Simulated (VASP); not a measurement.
Runs of VASP 6.6.1 on TaS2. The structure is trigonal, space group P-3m1 (No. 164). The conventional cell has a = 3.350 Å, b = 3.350 Å, c = 5.860 Å, α = 90.00°, β = 90.00°, γ = 120.00°. Ta (site symmetry -3m) has 6 S at 2.43 Å as nearest neighbours. Around S (site symmetry 3m) lie 3 Ta at 2.43 Å. 

```csv
task,level,spin,cell,k mesh,cutoff (eV),gap on the mesh (eV),pressure (GPa),relaxed volume (Å³/atom),largest force (eV/Å)
band structure,PBEsol,"SOC, no magnetisation",as given,7 × 7 × 4,520,-,4.6,-,1.00
relaxation of cell and atoms,vdW-DF,off,relaxed,9 × 9 × 5,600,none,0.0,(b),-
band structure,revPBE,off,as given,9 × 9 × 5,520,-,11.1,-,1.30
band structure,RPBE,off,as given,9 × 9 × 5,520,-,(a),-,1.32
relaxation of cell and atoms,RPBE,off,relaxed,9 × 9 × 5,600,none,0.0,(c),0.02
```

Alike in all rows: potentials or basis VASP PAW PBE potentials, release 64 (Ta_pv, S); smearing fermi-dirac 0.05 eV.

Problem. Estimate the missing entries.

Solution. (a) 11.8; (b) 21.45; (c) 25.28.

Caveats: the PAW data sets were made with another functional, which shifts forces and pressure a little; this functional lacks dispersion, which binds the layers, so the pressure and a relaxed spacing across them are unreliable (some runs); spin-orbit coupling is left out, which moves the levels of the heavy elements (some runs); the volume moved by +13 % from the deposited cell, more than functionals usually miss (some runs); the volume moved by over 15 % at a fixed basis, so the end points are rough (some runs); this functional lacks dispersion, which binds the layers, so the pressure and a relaxed spacing across them are unreliable, and here the layers came unbound (some runs); the volume moved by +33 % from the deposited cell, more than functionals usually miss (some runs).

A k mesh can miss the band edges, and rows without SOC leave out spin-orbit coupling on Ta.

A gap of «none» marks a metal or a gap under the smearing width.

Runs at the PBE level aren't shown here.
